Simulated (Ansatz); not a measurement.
## SnO₂ under pressure

Computed with DFT PBE, scalar-relativistic, plane waves, PAW (Ansatz). Settings: 420 eV cutoff, 6×6×8 k-mesh, Gaussian smearing of 0.02 eV, no spin polarisation.

The relaxed crystal:

```yaml
crystal:
  lattice:
    - [4.82652, 0.00000, 0.00000]
    - [0.00000, 4.82837, 0.00000]
    - [0.00000, 0.00000, 3.23817]
  atoms:
    - { symbol: Sn, position: [0.50000, 0.50000, 0.50000] }
    - { symbol: Sn, position: [0.00000, 0.00000, 0.00000] }
    - { symbol: O, position: [0.30650, 0.30666, 0.00000] }
    - { symbol: O, position: [0.80650, 0.19334, 0.50000] }
    - { symbol: O, position: [0.19350, 0.80666, 0.50000] }
    - { symbol: O, position: [0.69350, 0.69334, 0.00000] }
```

Cell and atoms are relaxed at each pressure within the symmetry of the start, at zero temperature, so transitions that lower the symmetry aren't seen. The k-mesh given is that at zero pressure and may differ at others. a, b and c are the lengths of the cell vectors above. Gaps are Kohn–Sham gaps over the whole zone.

Pressures computed: -2, 2, 5, 10, 20, 40 GPa.

**Question.** At which pressure does the cell have a = 4.853, b = 4.853 and c = 3.244 Å?

**Answer.** About -2 GPa, where V/V0 = 1.012 and the gap is 0.57 eV.